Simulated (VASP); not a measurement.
Wanted: the native input for a VASP 6.6.1 run.

* Task: relaxation of cell and atoms
* Functional: PBE
* Potentials or basis: VASP PAW PBE potentials, release 64 (Zn, S)
* Cutoff: 600 eV
* k mesh: 8 × 8 × 2
* Occupations: gaussian, width 0.05 eV
* Spin: no spin polarisation
* Dipole correction: no
* Further INCAR settings: ALGO = Fast; EDIFF = 1e-06; IBRION = 2; EDIFFG = -0.01; NSW = 80; ISIF = 3

The structure of ZnS lies in POSCAR:

```
ZnS
1.0
    3.8450528624      0.0000000000      0.0000000000
   -1.9225264312      3.3299134577      0.0000000000
    0.0000000000      0.0000000000     12.5932027802
Zn S
4 4
Direct
    0.0000000000      0.0000000000      0.0000000000
    0.0000000000      0.0000000000      0.5000000000
    0.3333333333      0.6666666667      0.2500000000
    0.6666666667      0.3333333333      0.7500000000
    0.0000000000      0.0000000000      0.1875000000
    0.0000000000      0.0000000000      0.6875000000
    0.3333333333      0.6666666667      0.4375000000
    0.6666666667      0.3333333333      0.9375000000
```

One way to write it, as run:

INCAR

```
PREC     = Accurate       # precision mode
ENCUT    = 600            # plane-wave cutoff, eV
EDIFF    = 1E-6           # SCF threshold, eV
ISMEAR   = 0              # smearing method
SIGMA    = 0.05           # smearing width, eV
LREAL    = F              # projectors in reciprocal space
LASPH    = T              # aspherical terms in the spheres
NELM     = 100            # most SCF steps
ALGO     = Fast           # electronic algorithm
ISIF     = 3              # what is computed and relaxed
LWAVE    = F              # write WAVECAR
LCHARG   = F              # write CHGCAR
GGA      = PE             # functional
IBRION   = 2              # ionic algorithm
NSW      = 80             # ionic steps
EDIFFG   = -0.01          # ionic threshold
```

KPOINTS

```
regular mesh
0
Gamma
  8 8 2
```

Potentials or basis: VASP PAW PBE potentials, release 64 (Zn, S).

Launch:

```bash
$ cat potpaw_PBE.64/Zn/POTCAR potpaw_PBE.64/S/POTCAR > POTCAR
$ mpirun -np 1 vasp_std > vasp.out
```

It gave:

```
Relaxed volume                         : 20.21 Å³/atom
Relaxed cell                           : a = 3.850 Å, b = 3.850 Å, c = 12.596 Å, α = 90.00°, β = 90.00°, γ = 120.00°
Space group after relaxing (to 0.05 Å) : P6_3mc (No. 186)
Energy gained by relaxing              : 0.1 meV/atom
Ionic steps                            : 7
Pressure after relaxing                : 0.0 GPa
Band gap on the k mesh                 : 2.04 eV, direct
```

Wall time 11 min on 1 thread of Intel(R) Xeon(R) Platinum 8488C (Sapphire Rapids) (shared host), peak memory 0.41 GiB.
